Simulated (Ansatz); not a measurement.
# InPd (Pm-3m) in Ansatz: a series of runs

The runs below take InPd through band structure, with PBEsol.

Program: Ansatz 0.2.0. These are calculated values, not measurements. Logs are shortened: lines on timing, memory, paths and dates and some standing lists are left out, and cuts for length are marked.

## Step 1: The crystal as given

It takes space group Pm-3m (No. 221, cubic). The conventional cell has a = 3.272 Å, b = 3.272 Å, c = 3.272 Å, α = 90.00°, β = 90.00°, γ = 90.00°. Around In (site symmetry m-3m) lie 8 Pd at 2.83 Å. Pd (site symmetry m-3m) is surrounded by 8 In at 2.83 Å.

The cell comes from a database or a generator and needn't be the stable form of this composition.

## Step 2: Band structure, PBEsol

input.yaml reads:

```yaml
crystal:
  lattice:
    - [3.27188478, 0.0, 0.0]
    - [0.0, 3.27188478, 0.0]
    - [0.0, 0.0, 3.27188478]
  atoms:
    - { symbol: In, position: [0.0, 0.0, 0.0] }
    - { symbol: Pd, position: [0.5, 0.5, 0.5] }
kpoints:
  mp_grid: { grid: [6, 6, 6] }
  band_path:
    path:
      - [0.0, 0.0, 0.0]
      - [0.0, 0.5, 0.0]
      - [0.5, 0.5, 0.0]
      - [0.0, 0.0, 0.0]
      - [0.5, 0.5, 0.5]
      - [0.0, 0.5, 0.0]
    npoints: 6
scf:
  occupations: { method: fermi_dirac, width: 0.05 }
hamiltonian:
  xc: pbesol
  pseudopotentials: { kind: all_electron, lapw: { basis_error: 0.001 } }
output:
  forces: true
  stress: true
  eigenvalues: true
```

Potentials or basis: all-electron LAPW, scalar-relativistic.

Started as:

```console
$ ansatz run input.yaml --threads 1 --pin off --max-ram 3072MiB --backend cpu --events-out ev --progress --plain --runs-dir out
```

Standard output:

```text
Warning: RAYON_NUM_THREADS=1 ignored (pool sized by the plan → 1); use --threads N
LAPW: plane waves up to 8.108 Å⁻¹, error target 1.0e-3 eV per atom; small_component_spin mean_spin; Pd in spheres of 1.415 Å, 28 of its electrons in bands, Dirac shells []; In in spheres of 1.419 Å, 21 of its electrons in bands, Dirac shells [] (how accurate: hamiltonian.pseudopotentials.lapw.basis_error, Limitations)
Engine: ansatz 0.2.0, x86_64-unknown-linux-gnu
Pseudopotentials: kind: all_electron
Pseudopotential: In, LAPW, valence charge 21, lapw/all_electron/scalar/gaussian/In, Koelling and Harmon's equation, gaussian nucleus
Pseudopotential: Pd, LAPW, valence charge 28, lapw/all_electron/scalar/gaussian/Pd, Koelling and Harmon's equation, gaussian nucleus
Functional definition: PBEsol
  exchange = pbesol_x
  correlation = pbesol_c
Crystal: 2 atoms, lattice volume = 35.026 Å³
Basis set: ecut = 250.49600144223768 eV, 305 PW (Γ), exchange–correlation at level 2
Bands: 30, of which v1, the nominal top of the filled ones, is band 25 counted from 1 (24 counted from 0)
Symmetry: 48 space group operations
Space group: Pm-3m (ITA 221), of the structure as read, at distance tolerance 3.3e-5 Å
k-points: 20 of 216
Non-local potential: In, projectors of the file, none
Non-local potential: Pd, projectors of the file, none
Initial density: superposition of atomic densities (chi_scale 0.1, normalization cell, long waves kept (reshape's long-wave potential 0.00 eV rms))
Initial wavefunctions: plane waves of lowest kinetic energy (no species holds an atomic orbital)
Functional: x = pbesol(κ = 0.804, μ = 0.12345679012345678), c = pbesol(β = 0.046)
iter 1 solved again at ethr=2.91e-3 eV; its pass at ethr=1.00e-1 eV (dr2=1.42e0 eV) is discarded
SCF iter   1: F=—  HF=-297216.764277 eV  |F-HF|=—  |Δ(HF+E_count)|=         —  Δρ=5.53e-2  dr2=1.43e0  ethr=2.91e-3  ⟨swp⟩=2.0  Hψ=3790  notcnv=0
preconditioner: auto → Resta (q_TF=auto, 2.885 Å⁻¹)  ε∞=5.0  [insulator: Δε(μ)=0.252 eV  Ē_g=15.057 eV  σ=0.050 eV  W_gap=0.80  n_scr=18 (ndim 8)  ℏωp=30.1 eV  f_vac=0.000  D(μ)=1.10/eV (n_scr^D=6)  ε∞_Penn≈5.0]
SCF iter   2: F=—  HF=-297216.570261 eV  |F-HF|=—  |Δ(HF+E_count)|=   1.94e-1  Δρ=3.24e-2  dr2=6.54e-1  ethr=2.91e-3  ⟨swp⟩=2.9  Hψ=1755  notcnv=0
iter 3 solved again at ethr=5.01e-5 eV; its pass at ethr=1.33e-3 eV (dr2=2.46e-2 eV) is discarded
SCF iter   3: F=—  HF=-297215.098219 eV  |F-HF|=—  |Δ(HF+E_count)|=    1.47e0  Δρ=8.96e-3  dr2=2.46e-2  ethr=5.01e-5  ⟨swp⟩=2.0  Hψ=2960  notcnv=0
SCF iter   4: F=—  HF=-297215.083640 eV  |F-HF|=—  |Δ(HF+E_count)|=   1.46e-2  Δρ=4.41e-3  dr2=6.89e-3  ethr=5.01e-5  ⟨swp⟩=2.0  Hψ=1699  notcnv=0
SCF iter   5: F=—  HF=-297215.082243 eV  |F-HF|=—  |Δ(HF+E_count)|=   1.40e-3  Δρ=1.67e-3  dr2=1.15e-3  ethr=1.41e-5  ⟨swp⟩=2.0  Hψ=1688  notcnv=0
SCF iter   6: F=—  HF=-297215.082383 eV  |F-HF|=—  |Δ(HF+E_count)|=   1.40e-4  Δρ=2.50e-4  dr2=2.23e-5  ethr=2.36e-6  ⟨swp⟩=2.0  Hψ=1692  notcnv=0
SCF iter   7: F=—  HF=-297215.082372 eV  |F-HF|=—  |Δ(HF+E_count)|=   1.13e-5  Δρ=7.34e-5  dr2=1.19e-6  ethr=4.55e-8  ⟨swp⟩=2.0  Hψ=1692  notcnv=0
SCF iter   8: F=—  HF=-297215.082364 eV  |F-HF|=—  |Δ(HF+E_count)|=   7.99e-6  Δρ=4.05e-5  dr2=4.56e-7  ethr=2.43e-9  ⟨swp⟩=2.7  Hψ=1714  notcnv=0
SCF iter   9: F=-297215.082364 eV  HF=-297215.082364 eV  |F-HF|=2.14e-8  |Δ(HF+E_count)|=   2.03e-7  Δρ=5.67e-6  dr2=7.25e-9  ethr=9.30e-10  ⟨swp⟩=2.0  Hψ=1692  notcnv=0
SCF 1 converged in 9 iterations: F = -297215.082364 eV  dr2 = 7.25e-9
NSCF: frozen V_eff on 31 k-points
SCF converged after 9 iterations
Free energy (F): -297215.082364 eV
Harris-Foulkes:  -297215.082364 eV  (|F-HF|=2.14e-8)
Internal energy: -297215.076219 eV  (E = F + TS)
E sigma→0 (E₀):  -297215.079292 eV
Entropy (-TS):   -0.006144 eV (-3.072 meV/atom)
Fermi energy:    19.760081 eV
--- Per-component energies (eV) ---
  E_band       = -3616.657033
  E_kinetic    = 311112.058651
  E_xc         = -8137.234593
  E_electrostatic = -600189.900278  (all electrons and nuclei)
  E_smearing   = -0.006144  (= −TS)
  E_closure    = 0.000000  (closes the sum)
  E_atoms      = -297206.643310  (free atoms, spherical and without spin; not in F)
  Σ components = -297215.082364   (vs F -297215.082364, Δ=0.00e0)
  Basis errors (estimates in eV, not in F): energy 2.7e-4 per atom: plane waves 2.4e-4 (1.2e-4 summed), levels above the bands 5.7e-51, relativity 1.8e-8, radial functions 3.2e-5, core shells 9.0e-8; eigenvalues (radial functions only) 2.1e-6; not estimated: angular momenta, meshes, grids; target (lapw.basis_error) 1.0e-3; muffin-tin radii Pd 1.415 Å, In 1.419 Å
--- Forces (eV/Å), atoms counted from 1 ---
  atom   1  In    -0.00000000    -0.00000000     0.00000000
  atom   2  Pd    -0.00000000    -0.00000000     0.00000000
  max |Σ_I F_I| component: 4.86e-30 eV/Å
--- Stress (GPa, compression-positive) ---
       -2.669320       0.000000       0.000000
        0.000000      -2.669320       0.000000
        0.000000       0.000000      -2.669320
  P = ⅓ Tr σ = -2.6693 GPa (-26.693 kbar)
--- Band table (eV; the first three rows and the last of 20) ---
  k-point 0: bands = ["-305.0643", "-305.0643", "-305.0643", "-305.0499", "-305.0499", "-95.5609", "-64.7419", "-54.0830", "-54.0830", "-54.0830", "-30.5085", "-30.5085", "-30.5085", "4.9027", "4.9027", "5.3161", "5.3161", "5.3161", "9.6447", "15.9014", "15.9014", "17.4456", "17.4456", "17.4456", "23.9231", "23.9231", "23.9231", "29.1192", "30.3270", "30.3270"]
  k-point 1: bands = ["-305.0643", "-305.0643", "-305.0643", "-305.0499", "-305.0499", "-95.5609", "-64.7415", "-54.0843", "-54.0829", "-54.0829", "-30.5166", "-30.5080", "-30.5080", "4.9176", "4.9919", "5.2890", "5.2890", "5.3244", "10.0861", "15.9045", "15.9447", "17.1502", "17.1502", "17.4266", "21.6451", "24.7709", "24.7709", "29.6225", "30.1712", "32.8634"]
  k-point 2: bands = ["-305.0643", "-305.0643", "-305.0643", "-305.0499", "-305.0499", "-95.5608", "-64.7408", "-54.0869", "-54.0827", "-54.0827", "-30.5328", "-30.5069", "-30.5069", "4.9476", "5.1690", "5.2355", "5.2355", "5.3410", "11.3854", "15.4224", "15.9108", "16.6638", "16.6638", "17.3884", "19.1605", "26.8930", "26.8930", "29.8219", "29.8873", "33.1588"]
  k-point 19: bands = ["-305.0643", "-305.0643", "-305.0643", "-305.0499", "-305.0499", "-95.5603", "-64.7373", "-54.0876", "-54.0876", "-54.0876", "-30.5350", "-30.5350", "-30.5350", "5.0402", "5.0402", "5.0402", "5.5341", "5.5341", "14.8472", "14.8472", "14.8472", "18.0635", "18.0635", "19.6376", "23.5007", "23.5007", "23.5007", "24.1290", "24.1290", "24.1290"]
```

It took 5.7 s on 1 thread of Intel Xeon 6975P-C (Granite Rapids), shared host; peak memory 0.34 GiB.

Results:

| Item | Value |
| --- | --- |
| Free energy | -297215.0824 eV |
| Pressure | -2.7 GPa |
| Band gap along the path | none (metal or under the smearing width) |

Levels at the corners of the path, in eV from the Fermi level:
| point | band 22 | band 23 | band 24 | band 25 | band 26 | band 27 |
| --- | --- | --- | --- | --- | --- | --- |
| Γ | -2.31 | -2.31 | -2.31 | 4.16 | 4.16 | 4.16 |
| X | -3.30 | -3.30 | -2.39 | -1.16 | 9.51 | 9.51 |
| M | -2.72 | -2.37 | -2.37 | -1.74 | 1.42 | 2.41 |
| Γ | -2.31 | -2.31 | -2.31 | 4.16 | 4.16 | 4.16 |
| R | -1.70 | -1.70 | -0.12 | 3.74 | 3.74 | 3.74 |
| X | -3.30 | -3.30 | -2.39 | -1.16 | 9.51 | 9.51 |

Caveat: the k mesh is thin for a metal, which can move the energy by tens of meV per atom; spin-orbit coupling is left out, which moves the levels of the heavy elements.

## Step 3: Band structure, PBEsol, spin-orbit coupling, no magnetisation

input.yaml: that of step 2 with these lines changed.

```diff
@@ -24,2 +24,5 @@
   pseudopotentials: { kind: all_electron, lapw: { basis_error: 0.001 } }
+magnetization:
+  noncollinear: true
+  spin_orbit: true
 output:
```

Potentials or basis: all-electron LAPW, relativistic spinors.

Started as:

```console
$ ansatz run input.yaml --threads 1 --pin off --max-ram 3072MiB --backend cpu --events-out ev --progress --plain --runs-dir out
```

Wall time 47 s (1 thread of Intel Xeon 6975P-C (Granite Rapids), shared host); peak memory 0.58 GiB.

It converged, with:

```yaml
Free_energy: -297286.8089 eV
Pressure: -2.8 GPa
Band_gap_along_the_path: none (metal or under the smearing width)
```

Levels at the corners of the path, in eV from the Fermi level:
```
point  band 44  band 45  band 46  band 47  band 48  band 49  band 50  band 51  band 52  band 53
    Γ    -2.40    -2.40    -2.40    -2.12    -2.12     3.65     3.65     4.40     4.40     4.40
    X    -3.44    -3.21    -3.21    -2.37    -2.37    -1.14    -1.14     9.17     9.17     9.80
    M    -2.67    -2.43    -2.43    -2.34    -2.34    -1.73    -1.73     1.43     1.43     2.41
    Γ    -2.40    -2.40    -2.40    -2.12    -2.12     3.65     3.65     4.40     4.40     4.40
    R    -1.70    -1.70    -1.70    -0.12    -0.12     3.49     3.49     3.85     3.85     3.85
    X    -3.44    -3.21    -3.21    -2.37    -2.37    -1.14    -1.14     9.17     9.17     9.80
```

Caveat: the k mesh is thin for a metal, which can move the energy by tens of meV per atom.

## Step 4: Band structure, PBEsol

input.yaml: that of step 3 with these lines changed.

```diff
@@ -9,3 +9,3 @@
 kpoints:
-  mp_grid: { grid: [6, 6, 6] }
+  mp_grid: { grid: [8, 8, 8] }
   band_path:
@@ -18,3 +18,3 @@
       - [0.0, 0.5, 0.0]
-    npoints: 6
+    npoints: 8
 scf:
@@ -24,5 +24,2 @@
   pseudopotentials: { kind: all_electron, lapw: { basis_error: 0.001 } }
-magnetization:
-  noncollinear: true
-  spin_orbit: true
 output:
```

Potentials or basis: all-electron LAPW, scalar-relativistic.

Started as:

```console
$ ansatz run input.yaml --threads 1 --pin off --max-ram 3072MiB --backend cpu --events-out ev --progress --plain --runs-dir out
```

Wall time 8.6 s (1 thread of Intel Xeon 6975P-C (Granite Rapids), shared host); peak memory 0.38 GiB.

Results (log left out):

```yaml
Free_energy: -297215.1108 eV
Pressure: -3.0 GPa
Band_gap_along_the_path: none (metal or under the smearing width)
```

Levels at the corners of the path, in eV from the Fermi level:
```csv
point,band 21,band 22,band 23,band 24,band 25,band 26,band 27,band 28
Γ,-3.71,-2.17,-2.17,-2.17,4.27,4.27,4.27,9.47
X,-3.70,-3.16,-3.16,-2.24,-1.01,9.62,9.62,9.97
M,-2.58,-2.58,-2.26,-2.26,-1.58,1.55,2.54,9.51
Γ,-3.71,-2.17,-2.17,-2.17,4.27,4.27,4.27,9.47
R,-4.78,-1.54,-1.54,-0.03,3.86,3.86,3.86,4.49
X,-3.70,-3.16,-3.16,-2.24,-1.01,9.62,9.62,9.97
```

Caveat: spin-orbit coupling is left out, which moves the levels of the heavy elements.

## Step 5: Band structure, PBEsol

input.yaml: that of step 4 with these lines changed.

```diff
@@ -23,3 +23,6 @@
   xc: pbesol
-  pseudopotentials: { kind: all_electron, lapw: { basis_error: 0.001 } }
+  pseudopotentials:
+    kind: all_electron
+    lapw: { basis_error: 0.001 }
+    relativity: none
 output:
```

Potentials or basis: all-electron LAPW, non-relativistic.

Started as:

```console
$ ansatz run input.yaml --threads 1 --pin off --max-ram 3072MiB --backend cpu --events-out ev --progress --plain --runs-dir out
```

Run time: 8 s. Hardware: 1 thread of Intel Xeon 6975P-C (Granite Rapids), shared host; peak memory 0.37 GiB.

It converged, with:

| Item | Value |
| --- | --- |
| Free energy | -290545.3503 eV |
| Pressure | 2.0 GPa |
| Band gap along the path | none (metal or under the smearing width) |

Levels at the corners of the path, in eV from the Fermi level:
```csv
point,band 22,band 23,band 24,band 25,band 26,band 27
Γ,-2.41,-2.41,-2.41,4.40,4.40,4.40
X,-3.36,-3.36,-2.48,-1.10,9.61,9.68
M,-2.83,-2.19,-2.19,-1.83,1.97,3.02
Γ,-2.41,-2.41,-2.41,4.40,4.40,4.40
R,-1.78,-1.78,1.18,3.85,3.85,3.85
X,-3.36,-3.36,-2.48,-1.10,9.61,9.68
```

Caveat: relativity is left out, which matters for the heavier elements; spin-orbit coupling is left out, which moves the levels of the heavy elements.

(Part 1 of 2 ends here.)
